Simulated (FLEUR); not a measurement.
# Sn (Im-3m) in FLEUR: convergence with minDistance

Aim: find how far minDistance must go before the results for Sn settle, at LDA. This setting moves, with any that are tied to it; all else stays.

Program: FLEUR MaX-R8.1 (later development tree). These are calculated values, not measurements. Logs are shortened: lines on timing, memory, paths and dates and some standing lists are left out, and cuts for length are marked.

### Step 1. The structure

The structure is cubic, space group Im-3m (No. 229). Conventional cell: a = 3.789 Å, b = 3.789 Å, c = 3.789 Å, α = 90.00°, β = 90.00°, γ = 90.00°. Sn (site symmetry m-3m) has 8 Sn at 3.28 Å as nearest neighbours.

This isn't the form of Sn at room conditions, which is tetragonal (white tin).

### Step 2. With minDistance 1e-06

inp.xml reads:

```xml
<?xml version="1.0" encoding="UTF-8" standalone="no"?>
<fleurInput fleurInputVersion="0.39">
   <comment>
      Sn                                                                                                  
   </comment>
   <calculationSetup>
      <cutoffs Kmax="4.1" Gmax="12.7" GmaxXC="12.7" numbands="0"/>
      <scfLoop itmax="60" minDistance="0.000001" maxIterBroyd="15" imix="Anderson" alpha="0.05" precondParam="0.0" spinf="2.0" sdNocoIR="T"/>
      <coreElectrons ctail="T" frcor="F" kcrel="0" coretail_lmax="0"/>
      <xcFunctional name="vwn" relativisticCorrections="F"/>
      <magnetism jspins="1"/>
      <soc l_soc="F" theta="0.0" phi="0.0" spav="F"/>
      <expertModes spex="0" secvar="F"/>
      <geometryOptimization l_f="T" forcealpha="1.0" forcemix="BFGS" epsdisp="0.0005" epsforce="0.0002"/>
      <ldaU l_linMix="F" mixParam="0.05" spinf="1.0"/>
   </calculationSetup>
   <cell>
      <bzIntegration valenceElectrons="22.0" mode="hist" fermiSmearingEnergy="0.00183747">
         <kPointListSelection listName="default-1"/>
         <!-- k-points included here -->
         <xi:include xmlns:xi="http://www.w3.org/2001/XInclude" href="kpts.xml"> </xi:include>
      </bzIntegration>
      <!-- symmetry operations included here -->
      <xi:include xmlns:xi="http://www.w3.org/2001/XInclude" href="sym.xml"> </xi:include>
      <bulkLattice scale="1.0">
         <bravaisMatrix>
            <row-1>   -3.5803730397631557     3.5803730397631557     3.5803730397631557</row-1>
            <row-2>    3.5803730397631557    -3.5803730397631557     3.5803730397631557</row-2>
            <row-3>    3.5803730397631557     3.5803730397631557    -3.5803730397631557</row-3>
         </bravaisMatrix>
      </bulkLattice>
   </cell>
   <atomSpecies>
      <species name="Tin (Sn)" element="Sn" atomicNumber="50">
         <mtSphere radius="2.66" gridPoints="879" logIncrement="0.015"/>
         <atomicCutoffs lmax="10" lnonsphr="10"/>
         <electronConfig flipSpins="F">
            <coreConfig>(1s1/2) (2s1/2) (2p1/2) (2p3/2) (3s1/2) (3p1/2) (3p3/2) (3d3/2) (3d5/2)</coreConfig>
            <valenceConfig>(4s1/2) (4p1/2) (4p3/2) (5s1/2) (4d3/2) (4d5/2) (5p1/2) (5p3/2)</valenceConfig>
            <stateOccupation state="(5p1/2)" spinUp="0.333333" spinDown="0.333333"/>
            <stateOccupation state="(5p3/2)" spinUp="0.666667" spinDown="0.666667"/>
         </electronConfig>
         <energyParameters s="5" p="5" d="4" f="4"/>
         <lo type="SCLO" l="0" n="4" eDeriv="0"/>
         <lo type="SCLO" l="1" n="4" eDeriv="0"/>
         <lo type="SCLO" l="1" n="4" eDeriv="1"/>
         <lo type="SCLO" l="2" n="4" eDeriv="2"/>
         <lo type="SCLO" l="3" n="4" eDeriv="2"/>
      </species>
   </atomSpecies>
   <atomGroups>
      <atomGroup species="Tin (Sn)">
         <relPos label="                   1">.0000000000 .0000000000 .0000000000</relPos>
         <force calculate="T" relaxXYZ="TTT"/>
      </atomGroup>
   </atomGroups>
   <output dos="F" band="F" slice="F">
      <checks vchk="F" cdinf="F"/>
      <bandDOS minEnergy="-.5*Htr" maxEnergy="0.5*Htr" sigma="0.015" storeEVData="T"/>
      <vacuumDOS vacdos="F" integ="F" star="F" nstars="0" locx1="0.0" locy1="0.0" locx2="0.0" locy2="0.0" nstm="0" tworkf="0.0"/>
      <unfoldingBand unfoldBand="F" supercellX="1" supercellY="1" supercellZ="1"/>
      <plotting iplot="0" polar="F">
         <plot TwoD="T" vec1="  1.0  0.0  0.0" vec2="  0.0  1.0  0.0" vec3="  0.0  0.0  1.0" zero="  0.0  0.0  0.0" file="plot"/>
      </plotting>
      <chargeDensitySlicing numkpt="0" minEigenval="0.0" maxEigenval="0.0" nnne="0" pallst="F"/>
      <specialOutput eonly="F"/>
      <moessbauerParams electricFieldGradient="T" isomerShift="T" coreHyperfine="T" valenceHyperfine="T"/>
      <magneticCircularDichroism mcd="F" energyLo="-10.0" energyUp="0.0"/>
   </output>
  <!-- We include the file relax.xml here to enable relaxations (see documentation) -->
  <xi:include xmlns:xi="http://www.w3.org/2001/XInclude" href="relax.xml"> <xi:fallback/> </xi:include>
</fleurInput>
```

crystal.txt reads:

```
Sn
&input cartesian=F /
-1.8946518192  1.8946518192  1.8946518192
1.8946518192  -1.8946518192  1.8946518192
1.8946518192  1.8946518192  -1.8946518192
1.8897261246
1.0 1.0 1.0

1
50 0.0000000000  0.0000000000  0.0000000000

&kpt div1=8 div2=8 div3=8 gamma=T /
```

Potentials or basis: all-electron, FLAPW.

Run with:

```
$ inpgen -f crystal.txt -profile fastHighL
$ # inp.xml edited to the form shown
$ fleur_MPI
```

It took 17 s on 1 thread of Arm Neoverse V1, shared host; peak memory 0.05 GiB.

Results:

| Property | Result |
| --- | --- |
| Free energy | -167997.3806 eV |
| Band gap on the k mesh | none (metal or under the smearing width) |
| Valence electrons inside the program's atomic spheres | Sn 20.21 (radii Sn 2.66 bohr) |

### Step 3. With minDistance 1e-05

Edit inp.xml of step 2 so:

```diff
@@ -7,3 +7,3 @@
       <cutoffs Kmax="4.1" Gmax="12.7" GmaxXC="12.7" numbands="0"/>
-      <scfLoop itmax="60" minDistance="0.000001" maxIterBroyd="15" imix="Anderson" alpha="0.05" precondParam="0.0" spinf="2.0" sdNocoIR="T"/>
+      <scfLoop itmax="60" minDistance="0.00001" maxIterBroyd="15" imix="Anderson" alpha="0.05" precondParam="0.0" spinf="2.0" sdNocoIR="T"/>
       <coreElectrons ctail="T" frcor="F" kcrel="0" coretail_lmax="0"/>
```

crystal.txt is that of step 2.

Potentials or basis: all-electron, FLAPW.

Run with:

```
$ inpgen -f crystal.txt -profile fastHighL
$ # inp.xml edited to the form shown
$ fleur_MPI
```

It took 16 s on 1 thread of Arm Neoverse V1, shared host; peak memory 0.05 GiB.

Results:

```yaml
Free_energy: -167997.3806 eV
Band_gap_on_the_k_mesh: none (metal or under the smearing width)
Valence_electrons_inside_the_program's_atomic_spheres: Sn 20.21 (radii Sn 2.66 bohr)
```

### Step 4. With minDistance 0.0001

Edit inp.xml of step 3 so:

```diff
@@ -7,3 +7,3 @@
       <cutoffs Kmax="4.1" Gmax="12.7" GmaxXC="12.7" numbands="0"/>
-      <scfLoop itmax="60" minDistance="0.00001" maxIterBroyd="15" imix="Anderson" alpha="0.05" precondParam="0.0" spinf="2.0" sdNocoIR="T"/>
+      <scfLoop itmax="60" minDistance="0.0001" maxIterBroyd="15" imix="Anderson" alpha="0.05" precondParam="0.0" spinf="2.0" sdNocoIR="T"/>
       <coreElectrons ctail="T" frcor="F" kcrel="0" coretail_lmax="0"/>
```

crystal.txt is that of step 3.

Run with:

```
$ inpgen -f crystal.txt -profile fastHighL
$ # inp.xml edited to the form shown
$ fleur_MPI
```

Run time: 13 s. Hardware: 1 thread of Arm Neoverse V1, shared host; peak memory 0.05 GiB.

Results:

```yaml
Free_energy: -167997.3806 eV
Band_gap_on_the_k_mesh: none (metal or under the smearing width)
Valence_electrons_inside_the_program's_atomic_spheres: Sn 20.21 (radii Sn 2.66 bohr)
```

### Step 5. With minDistance 0.001

Edit inp.xml of step 4 so:

```diff
@@ -7,3 +7,3 @@
       <cutoffs Kmax="4.1" Gmax="12.7" GmaxXC="12.7" numbands="0"/>
-      <scfLoop itmax="60" minDistance="0.0001" maxIterBroyd="15" imix="Anderson" alpha="0.05" precondParam="0.0" spinf="2.0" sdNocoIR="T"/>
+      <scfLoop itmax="60" minDistance="0.001" maxIterBroyd="15" imix="Anderson" alpha="0.05" precondParam="0.0" spinf="2.0" sdNocoIR="T"/>
       <coreElectrons ctail="T" frcor="F" kcrel="0" coretail_lmax="0"/>
```

crystal.txt is that of step 4.

Run with:

```
$ inpgen -f crystal.txt -profile fastHighL
$ # inp.xml edited to the form shown
$ fleur_MPI
```

Wall time 14 s (1 thread of Arm Neoverse V1, shared host); peak memory 0.05 GiB.

Results:

```
Free energy                                           : -167997.3806 eV
Band gap on the k mesh                                : none (metal or under the smearing width)
Valence electrons inside the program's atomic spheres : Sn 20.21 (radii Sn 2.66 bohr)
```

### Step 6. With minDistance 0.01

Edit inp.xml of step 5 so:

```diff
@@ -7,3 +7,3 @@
       <cutoffs Kmax="4.1" Gmax="12.7" GmaxXC="12.7" numbands="0"/>
-      <scfLoop itmax="60" minDistance="0.001" maxIterBroyd="15" imix="Anderson" alpha="0.05" precondParam="0.0" spinf="2.0" sdNocoIR="T"/>
+      <scfLoop itmax="60" minDistance="0.01" maxIterBroyd="15" imix="Anderson" alpha="0.05" precondParam="0.0" spinf="2.0" sdNocoIR="T"/>
       <coreElectrons ctail="T" frcor="F" kcrel="0" coretail_lmax="0"/>
```

crystal.txt is that of step 5.

Potentials or basis: all-electron, FLAPW.

Run with:

```
$ inpgen -f crystal.txt -profile fastHighL
$ # inp.xml edited to the form shown
$ fleur_MPI
```

It took 11 s on 1 thread of Arm Neoverse V1, shared host; peak memory 0.05 GiB.

Results:

- Free energy: -167997.3806 eV
- Band gap on the k mesh: none (metal or under the smearing width)
- Valence electrons inside the program's atomic spheres: Sn 20.21 (radii Sn 2.66 bohr)

### Step 7. With minDistance 0.03

Edit inp.xml of step 6 so:

```diff
@@ -7,3 +7,3 @@
       <cutoffs Kmax="4.1" Gmax="12.7" GmaxXC="12.7" numbands="0"/>
-      <scfLoop itmax="60" minDistance="0.01" maxIterBroyd="15" imix="Anderson" alpha="0.05" precondParam="0.0" spinf="2.0" sdNocoIR="T"/>
+      <scfLoop itmax="60" minDistance="0.03" maxIterBroyd="15" imix="Anderson" alpha="0.05" precondParam="0.0" spinf="2.0" sdNocoIR="T"/>
       <coreElectrons ctail="T" frcor="F" kcrel="0" coretail_lmax="0"/>
```

crystal.txt is that of step 6.

Run with:

```
$ inpgen -f crystal.txt -profile fastHighL
$ # inp.xml edited to the form shown
$ fleur_MPI
```

It took 9.6 s on 1 thread of Arm Neoverse V1, shared host; peak memory 0.05 GiB.

What came out:

| Quantity | Value |
| --- | --- |
| Free energy | -167997.3806 eV |
| Band gap on the k mesh | none (metal or under the smearing width) |
| Valence electrons inside the program's atomic spheres | Sn 20.21 (radii Sn 2.66 bohr) |

### Step 8. With minDistance 0.1

Edit inp.xml of step 7 so:

```diff
@@ -7,3 +7,3 @@
       <cutoffs Kmax="4.1" Gmax="12.7" GmaxXC="12.7" numbands="0"/>
-      <scfLoop itmax="60" minDistance="0.03" maxIterBroyd="15" imix="Anderson" alpha="0.05" precondParam="0.0" spinf="2.0" sdNocoIR="T"/>
+      <scfLoop itmax="60" minDistance="0.1" maxIterBroyd="15" imix="Anderson" alpha="0.05" precondParam="0.0" spinf="2.0" sdNocoIR="T"/>
       <coreElectrons ctail="T" frcor="F" kcrel="0" coretail_lmax="0"/>
```

crystal.txt is that of step 7.

Potentials or basis: all-electron, FLAPW.

Run with:

```
$ inpgen -f crystal.txt -profile fastHighL
$ # inp.xml edited to the form shown
$ fleur_MPI
```

Output:

```text
Welcome to FLEUR        (www.flapw.de)
      MaX-Release 8.1          (www.max-centre.eu)

 ========== k-point set info ==========
 Selected k-point list: default-1
 k-point list type: mesh
 8 x 8 x 8
 Number of k points: 29

 ------------Calculation Setup---------------------------
 Number of MPI-tasks      :            1
 Number of PE/node        :            1
 Number of OMP-threads    :            1
 Most efficient MPI parallelization for:
           1          29
 Additional eigenvalue parallelization possible
 Number of basis functions:          271
 Approximate size of matrices (H+S) per k-point:         0.001 GB
 --------------------------------------------------------
 Iteration:     1   Distance:       4.30662638 me/bohr^3
 Iteration:     2   Distance:       4.01558549 me/bohr^3
 Iteration:     3   Distance:       1.42395177 me/bohr^3
 Iteration:     4   Distance:       0.11693167 me/bohr^3
 Iteration:     5   Distance:       0.10365044 me/bohr^3
 Iteration:     6   Distance:       0.01166376 me/bohr^3

 ********************************************************************
 Run finished successfully
 Stop message:
   Structural relaxation: Done
 ********************************************************************
```

out.xml (last iteration):

```text
<iteration numberForCurrentRun="    7" overallNumber="    7">
         <energyParameters units="Htr">
            <atomicEP atomType="1" spin="1" branch="5s" branchLowest="-4.47" branchHighest="0.66" value="-0.0035036647"/>
            <atomicEP atomType="1" spin="1" branch="5p" branchLowest="-2.85" branchHighest="1.26" value="0.2221167025"/>
            <atomicEP atomType="1" spin="1" branch="4d" branchLowest="-16.95" branchHighest="-0.48" value="-0.4971829290"/>
            <atomicEP atomType="1" spin="1" branch="4f" branchLowest="-9.99" branchHighest="1.79" value="0.5799671988"/>
            <loAtomicEP atomType="1" spin="1" branch="4s" branchLowest="-30.55" branchHighest="-4.47" value="-4.4683892447"/>
            <loAtomicEP atomType="1" spin="1" branch="4p" branchLowest="-25.20" branchHighest="-2.85" value="-2.8565554514"/>
            <loAtomicEP atomType="1" spin="1" branch="4p" branchLowest="-25.20" branchHighest="-2.85" value="-2.8565554514"/>
            <loAtomicEP atomType="1" spin="1" branch="4d" branchLowest="-16.95" branchHighest="-0.48" value="-0.5099888036"/>
            <loAtomicEP atomType="1" spin="1" branch="4f" branchLowest="-9.99" branchHighest="1.79" value="0.5799688551"/>
         </energyParameters>
         <eigenvalues>
            <eigenvaluesAt spin="1" ikpt="1" k_x="0.00000000" k_y="0.00000000" k_z="0.00000000">
                      -4.4683950101       -2.8479025957       -2.8479025957       -2.8479025957       -0.5154226493
                      -0.5154226493       -0.5154226493       -0.5102301021       -0.5102301021       -0.1362497688
                       0.5591641394        0.5591641394        0.5591641394        0.7206224497        0.7206224497
                       0.7206224497        0.7455078337        0.7455078337
            </eigenvaluesAt>
            <eigenvaluesAt spin="1" ikpt="2" k_x="0.00000000" k_y="0.00000000" k_z="0.12500000">
                      -4.4683940084       -2.8479206695       -2.8479102448       -2.8479020160       -0.5156728154
                      -0.5150690975       -0.5142377343       -0.5105011765       -0.5102650574       -0.1237745129
                       0.4706704478        0.5194674196        0.5440006995        0.6505152118        0.6645581798
                       0.7070764041        0.7766918970        0.8023446613
            </eigenvaluesAt>
            <eigenvaluesAt spin="1" ikpt="3" k_x="0.00000000" k_y="0.00000000" k_z="0.25000000">
                      -4.4683915666       -2.8479640762       -2.8479284762       -2.8479005392       -0.5162722248
                      -0.5145032425       -0.5113347909       -0.5109138702       -0.5103434513       -0.0863509204
                       0.3258869717        0.4592245365        0.5097771024        0.6034890669        0.6177667546
                       0.7270642243        0.8016893402        0.9127814005
            </eigenvaluesAt>
[... 15 lines left out ...]
            <totalCharge value="22.0000000000"/>
         </valenceDensity>
         <coreStates atomType="     1" atomicNumber=" 50" spin="1" kinEnergy="   6214.8931228324" eigValSum="  -3694.7723712538" lostElectrons=" 0.000000">
            <state n="1" l="0" j="0.5" energy="-1063.8808458377" weight="1.0000000000"/>
            <state n="2" l="0" j="0.5" energy="-160.2272812485" weight="1.0000000000"/>
            <state n="2" l="1" j="0.5" energy="-149.7207437974" weight="1.0000000000"/>
            <state n="2" l="1" j="1.5" energy="-141.2567065364" weight="2.0000000000"/>
            <state n="3" l="0" j="0.5" energy="-30.5484398959" weight="1.0000000000"/>
            <state n="3" l="1" j="0.5" energy="-26.2739411658" weight="1.0000000000"/>
            <state n="3" l="1" j="1.5" energy="-24.7285960982" weight="2.0000000000"/>
            <state n="3" l="2" j="1.5" energy="-17.1444897972" weight="2.0000000000"/>
            <state n="3" l="2" j="2.5" energy="-16.8251162727" weight="3.0000000000"/>
         </coreStates>
         <allElectronCharges>
            <spinDependentCharge spin="1" total="50.0000000" interstitial="1.7933416" mtSpheres="48.2066584"/>
            <totalCharge value="49.9999999999"/>
         </allElectronCharges>
         <moessbauerParams unitsHFF="kG" unitsIS="e/bohr^3" unitsEFG="Htr/bohr^2">
            <coreIsomerShift atomType="1" isTotal="192846.81200">
               <shell n="1" l="0" isomerShift="168669.21164"/>
               <shell n="2" l="0" isomerShift="19765.14910"/>
               <shell n="2" l="1" isomerShift="476.23585"/>
               <shell n="3" l="0" isomerShift="3836.31409"/>
               <shell n="3" l="1" isomerShift="99.90130"/>
               <shell n="3" l="2" isomerShift="0.00002"/>
            </coreIsomerShift>
            <isomerShift atomType="1" nucleusRadius="0.0001161" averageDensity="193708.50848"/>
            <electricFieldGradient atomType="1" VXX="0.00000" VYY="0.00000" VZZ="0.00000" asymParam="0.00000">
            </electricFieldGradient>
         </moessbauerParams>
         <totalEnergy                                    value="    -6173.7895400547" units="Htr">
            <sumOfEigenvalues                            value="    -3725.5031687827">
               <coreElectrons value="-3694.7723712538"/>
               <valenceElectrons value="-30.7307975289"/>
            </sumOfEigenvalues>
            <densityCoulombPotentialIntegral value="-10011.3258095034"/>
            <densityEffectivePotentialIntegral value="-10223.4827479082"/>
            <chargeDenXCDenIntegral value="-159.9853529870"/>
            <FockExchangeEnergyValence value="0.0000000000"/>
            <FockExchangeEnergyCore value="0.0000000000"/>
            <atomTypeDependentContributions atomType="1">
               <electronNucleiInteractionDifferentMTs value="7482.9844159773"/>
               <MadelungTerm value="-23.1364454641"/>
            </atomTypeDependentContributions>
            <tkbTimesEntropy value="0.0003245941"/>
            <freeEnergy value="-6173.7898646487"/>
            <extrapolationTo0K value="-6173.7897023517"/>
         </totalEnergy>
         <totalForcesOnRepresentativeAtoms units="Htr/bohr">
            <forceTotal atomType="1" x="0.000000" y="0.000000" z="0.000000" F_x="0.00000000" F_y="0.00000000" F_z="0.00000000"/>
         </totalForcesOnRepresentativeAtoms>
      </iteration>
```

Run time: 9.7 s. Hardware: 1 thread of Arm Neoverse V1, shared host; peak memory 0.05 GiB.

What came out:

- Free energy: -167997.3806 eV
- Band gap on the k mesh: none (metal or under the smearing width)
- Valence electrons inside the program's atomic spheres: Sn 20.21 (radii Sn 2.66 bohr)

### Step 9. Result

```csv
minDistance,"energy less the tightest run, at zero smearing (meV/atom)",SCF cycles,CPU time (s),peak memory (GiB)
1e-06,0.00,13,17,0.05
1e-05,0.00,12,16,0.05
0.0001,0.00,10,13,0.05
0.001,0.00,10,14,0.05
0.01,0.00,8,11,0.05
0.03,0.00,7,9.6,0.05
0.1,0.00,7,9.7,0.05
```

Against the tightest run, the energy stays within 1 meV/atom from 1e-06 on. The tightest run that finished is the yardstick and may itself not be fully converged.
